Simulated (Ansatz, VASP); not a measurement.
## One calculation of ZrB6, two programs

```xyz
7
Lattice="4.0040 0.0000 0.0000 0.0000 4.0040 0.0000 0.0000 0.0000 4.0040" Properties=species:S:1:pos:R:3 pbc="T T T"
Zr    0.0000    0.0000    0.0000
B     2.0020    2.0020    0.8008
B     2.0020    2.0020    3.2032
B     0.8008    2.0020    2.0020
B     3.2032    2.0020    2.0020
B     2.0020    0.8008    2.0020
B     2.0020    3.2032    2.0020
```

Change from the starting cell: species swapped into the CaB6 type (Pm-3m, No. 221).

Alike in both runs: task single point; functional PBE; k mesh 4 × 4 × 4; occupations gaussian, width 0.1 eV; no spin polarisation.

|  | VASP | Ansatz |
| --- | --- | --- |
| version | VASP 6.6.1 | Ansatz 0.2.0 |
| potentials or method | VASP PAW PBE potentials, release 64 (Zr_sv, B) | scalar-relativistic, plane waves, PAW |
| plane-wave cutoff (eV) | 520 | 420 |
| valence electrons in the cell | 30 | 30 |

Ansatz gave:

```
gap on the k mesh at the Fermi level (eV) : none
pressure (GPa)                            : 7.2
rms of the force components (eV/Å)        : 0.532
```

Problem. Estimate VASP's values.

Solution. gap on the k mesh at the Fermi level (eV): none; pressure (GPa): 7.3; rms of the force components (eV/Å): 0.549.

Atom by atom the forces differ by 0.016 eV/Å (rms over components). A gap of «none» marks a metal or a gap that the smearing closes.

Caveats: the k mesh is coarse (spacing up to 0.39 Å⁻¹), so the values aren't converged; forces of over 1 eV/Å show positions far from the minimum, so gaps and moduli don't describe the material at rest.
